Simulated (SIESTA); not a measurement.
Input of a SIESTA 5.4.2 run:

File Al.fdf:

```
SystemName                      Al
SystemLabel                     Al
NumberOfSpecies                 1
NumberOfAtoms                   2
%block ChemicalSpeciesLabel
  1  13 Al
%endblock ChemicalSpeciesLabel

LatticeConstant                 1.0 Ang
%block LatticeVectors
     2.8124553515     0.0000000000     0.0000000000
    -1.4062276757     2.4356577814     0.0000000000
     0.0000000000     0.0000000000     4.8668500000
%endblock LatticeVectors
AtomicCoordinatesFormat         Fractional
%block AtomicCoordinatesAndAtomicSpecies
     0.3333333333     0.6666666667     0.2500000000  1  Al
     0.6666666667     0.3333333333     0.7500000000  1  Al
%endblock AtomicCoordinatesAndAtomicSpecies

%block kgrid.MonkhorstPack
    8   0   0  0.0
    0   8   0  0.0
    0   0   4  0.0
%endblock kgrid.MonkhorstPack
XC.Functional                   GGA
XC.Authors                      PBEsol
PAO.BasisSize                   DZP
PAO.EnergyShift                 0.003 Ry
Mesh.Cutoff                     750 Ry
OccupationFunction              FD
ElectronicTemperature           0.05 eV
MaxSCFIterations                120
SCF.MustConverge                false
SCF.Mixer.Method                Pulay
SCF.Mixer.Weight                0.25
SCF.Mixer.History               8
SCF.DM.Tolerance                5.0e-05
SCF.H.Tolerance                 1.0e-03 eV
WriteForces                     true
Charge.Mulliken                 end
MD.TypeOfRun                    Broyden
MD.Steps                        40
MD.MaxForceTol                  0.01 eV/Ang
MD.MaxDispl                     0.1 Ang
WriteCoorStep                   true
AtomCoorFormatOut               Fractional
MD.VariableCell                 true
MD.MaxStressTol                 0.05 GPa
```

Potentials or basis: PseudoDojo 0.4 standard (PBEsol files), DZP (energy shift 0.003 Ry).

Run with:

```bash
$ siesta < Al.fdf > Al.out 2>&1
```

Problem. What does it give for the space group after relaxing (to 0.05 Å)?

Solution. P6_3/mmc (No. 194).

Problem. Estimate the band gap on the k mesh.

Solution. None (metal or under the smearing width).

Step by step:
```tsv
step	energy change (eV)	largest force (eV/Å)	pressure (GPa)	volume (Å³)
1	0.0000	0.0000	-1.93	33.34
2	-0.0007	0.0000	-1.85	33.31
3	-0.0090	0.0000	-0.84	32.92
4	-0.0147	0.0000	-0.19	32.71
5	-0.0183	0.0000	-0.10	32.72
6	-0.0192	0.0000	-0.06	32.73
7	-0.0192	0.0000	0.01	32.70
8	-0.0192	0.0000	0.01	32.70
```

Caveat: the basis of atomic orbitals isn't converged, which shifts pressures, moduli and gaps.
